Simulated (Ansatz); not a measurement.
## ZnSe: electron density at the nuclei under pressure

```yaml
crystal:
  lattice:
    - [0.00000, 2.83380, 2.83380]
    - [2.83380, 0.00000, 2.83380]
    - [2.83380, 2.83380, 0.00000]
  atoms:
    - { symbol: Zn, position: [0.00000, 0.00000, 0.00000] }
    - { symbol: Se, position: [0.75000, 0.75000, 0.75000] }
```

Atom numbers follow the list: Zn1, Se2.

Conventional cell: a = 5.668 Å, b = 5.668 Å, c = 5.668 Å, α = 90.00°, β = 90.00°, γ = 90.00°. Zn (atom 1) is surrounded by 4 Se at 2.45 Å. Se (atom 2) has 4 Zn at 2.45 Å as nearest neighbours.

The geometry is COD entry 9008857, unchecked; take it as a test cell.

Computed with DFT, LDA, all-electron PAW with datasets made for the crystal, scalar-relativistic (Ansatz 0.2.0).

Sampling and basis: a Γ-centred 8×8×8 k mesh, Fermi–Dirac smearing of 0.03 eV, cutoff 220 eV (chosen by the program for this cell), no spin polarisation.

The contact density is the mean electron density over the nuclear volume; its changes set Mössbauer isomer shifts. Changes below are taken from the unscaled cell, where it is 165813 e/Å³ at Zn1, 261685 e/Å³ at Se2.

The datasets are made afresh for each cell, so very small changes are uncertain.

(1) Does compression raise or lower the contact density at Se2?

(2) Tabulate the changes with volume.

Answers

(1) It lowers it, by 4.01 e/Å³ over the whole range.

(2) 
| V/V(cell) | P (GPa) | Δρ(0) Zn1 (e/Å³) | Δρ(0) Se2 (e/Å³) |
| --- | --- | --- | --- |
| 0.9400 | 0.6 | 1.23 | -2.06 |
| 0.9405 | 0.6 | 1.22 | -2.04 |
| 0.9600 | -0.9 | 0.78 | -1.36 |
| 0.9800 | -2.2 | 0.37 | -0.67 |
| 0.9900 | -2.8 | 0.18 | -0.34 |
| 1.0000 | -3.4 | 0.00 | 0.00 |
| 1.0100 | -3.9 | -0.17 | 0.33 |
| 1.0200 | -4.4 | -0.34 | 0.66 |
| 1.0400 | -5.4 | -0.64 | 1.31 |
| 1.0600 | -6.2 | -0.91 | 1.95 |
